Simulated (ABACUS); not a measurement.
**Fe3Ge under changes of volume**

One of the cells (11.889 Å³/atom); the others are scaled copies at fixed shape and fractional positions:

```
CELL_PARAMETERS angstrom
0.00000 2.87559 2.87559
2.87559 0.00000 2.87559
2.87559 2.87559 0.00000
ATOMIC_POSITIONS crystal
Ge 0.00000 0.00000 0.00000
Fe 0.75000 0.75000 0.75000
Fe 0.25000 0.25000 0.25000
Fe 0.50000 0.50000 0.50000
```

The cell comes from a database or a generator and needn't be the stable form of this composition.

| Property | Result |
| --- | --- |
| Program | ABACUS 3.10.1 |
| Functional | PBEsol |
| Potentials or basis | PseudoDojo NC SR 0.4.1 PBEsol standard |
| Cutoff | 1225 eV |
| Density cutoff | 4898 eV |
| Basis | plane waves |
| k mesh | 8 × 8 × 8 |
| Occupations | fermi-dirac, width 0.05 eV |
| Spin | collinear spin, ferromagnetic start |
| Starting moments | [0.0, 3.0, 3.0, 3.0] μB |

```tsv
volume (Å³/atom)	energy over the lowest point (meV/atom)	pressure (GPa)	moment (μB per cell)
11.176	0.00	0.0	5.20
11.414	?	?	?
11.651	9.95	-6.3	5.87
11.889	21.13	-9.3	6.07
12.127	36.79	-12.0	6.25
12.365	56.36	-14.5	6.40
12.602	79.50	-16.7	6.53
```

Question: What does the run at 11.414 Å³/atom give?

Answer: Energy over the lowest point 3.40 meV/atom; pressure -3.5 GPa; moment 5.51 μB per cell.

Worked out: A Birch-Murnaghan fit of order 3 (a polynomial in V^(-2/3)) to the other rows has its minimum at 11.15 Å³/atom, just outside them, with B0 = V·E''(V) = 141 GPa (rough, since the energies scatter). It gives 2.77 meV/atom at 11.414 Å³/atom, against the run's 3.40, and -dE/dV = -3.3 GPa, against -3.5. A parabola through the other rows of the moment, of slope 1.31 μB per Å³/atom there, gives 5.55 μB, against the run's 5.51.

Energies are extrapolated to zero smearing.
